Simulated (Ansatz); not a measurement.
Ir:

```
CELL_PARAMETERS angstrom
2.75138 0.00000 0.00000
-1.37569 2.38276 0.00000
0.00000 0.00000 4.46229
ATOMIC_POSITIONS crystal
Ir 0.33333 0.66667 0.25000
Ir 0.66667 0.33333 0.75000
```

This isn't the form of Ir at room conditions, which is fcc.

```yaml
Program: Ansatz 0.2.0
Task: relaxation of cell and atoms
Functional: PBEsol
Potentials_or_basis: all-electron LAPW, scalar-relativistic
Basis_error_allowed: 0.001 eV/atom
k_mesh: 11 × 11 × 6
Occupations: fermi-dirac, width 0.05 eV
Spin: no spin polarisation
```

At the start: volume 14.63 Å³/atom.

Problem. How do energy, volume and symmetry change on relaxing?

Solution. Over 5 steps the energy falls by 20.4 meV/atom and the volume is 14.12 Å³/atom (-3.5 %); space group P6_3/mmc (No. 194, to 0.05 Å).

The path:
| step | energy change (eV) | largest force (eV/Å) | volume (Å³) |
| --- | --- | --- | --- |
| 1 | 0.0000 | 0.0000 | 29.25 |
| 2 | -0.0398 | 0.0000 | 28.39 |
| 3 | -0.0408 | 0.0000 | 28.23 |
| 4 | -0.0408 | 0.0000 | 28.24 |
| 5 | -0.0408 | 0.0000 | 28.24 |

Final structure:
```
Ir
1.0
     2.71971    0.00000    0.00000
    -1.35985    2.35534    0.00000
     0.00000    0.00000    4.40798
Ir
2
Cartesian
  0.0000 1.5702 1.1020
  1.3599 0.7851 3.3060
```
